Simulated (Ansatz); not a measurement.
Runs of Ansatz 0.2.0 on CuO (Tenorite). Symmetry: C2/c, No. 15, monoclinic system. The conventional cell has a = 4.684 Å, b = 3.423 Å, c = 5.129 Å, α = 90.00°, β = 99.54°, γ = 90.00°. Cu (site symmetry -1) has 4 O at 1.95 to 1.96 Å as nearest neighbours. O (site symmetry 2) has 4 Cu at 1.95 to 1.96 Å as nearest neighbours. 

```tsv
task	level	potentials or basis	cell	k mesh	cutoff (eV)	points for each segment of the path	gap on the mesh (eV)	pressure (GPa)	V0 of scaled cells (Å³/atom)	B0 (GPa)	largest force (eV/Å)
equation of state	r2SCAN+D4	Ansatz PAW	as given	10 × 10 × 5	500	-	-	-	9.98	192	-
single point	PBE	Ansatz PAW	as given	7 × 7 × 4	420	-	none	5.8	-	-	0.28
band structure	PBE	SPMS NC	as given	10 × 10 × 5	1034	14	none	(a)	-	-	0.26
equation of state	PBE+D3(BJ)	Ansatz PAW	as given	10 × 10 × 5	420	-	-	-	10.20	173	-
equation of state	PBE	Ansatz PAW polarizable	as given	10 × 10 × 5	420	-	-	-	(c)	162	-
equation of state	rPW86-PBE+rVV10	Ansatz PAW	as given	10 × 10 × 5	420	-	-	-	10.59	(b)	-
relaxation of cell and atoms	revPBE+D3(BJ)	Ansatz PAW	relaxed	10 × 10 × 5	420	-	none	0.0	-	-	-
phonons	PBEsol	Ansatz PAW	as given	8 × 8 × 5	420	-	none	-	-	-	-
```

Alike in all rows: no spin polarisation; smearing fermi-dirac 0.05 eV.

Question: Fill in the values left out.

Answer: (a) 6.1; (b) 163; (c) 10.47.

Caveats: the run has no spin polarisation, though such a crystal can be magnetic; the cell was scaled at fixed shape and fractional positions, which overstates the stiffness of a crystal with free parameters, most of all of layers and chains (some runs); semilocal functionals often make such compounds metallic where correlation or magnetic order opens a gap, which also shifts bond lengths (some runs); the PAW data sets come from PBE, with cores solved anew for the run's functional, which leaves a small shift of forces and pressure (some runs); the PAW data sets were made with another functional, which shifts forces and pressure a little (some runs); the potentials were made for another functional, which shifts forces and pressure (some runs); the plane-wave basis is chosen anew once the cell has moved, so the energies of steps on either side of that aren't comparable (some runs).

A gap of «none» marks a metal or a gap under the smearing width.
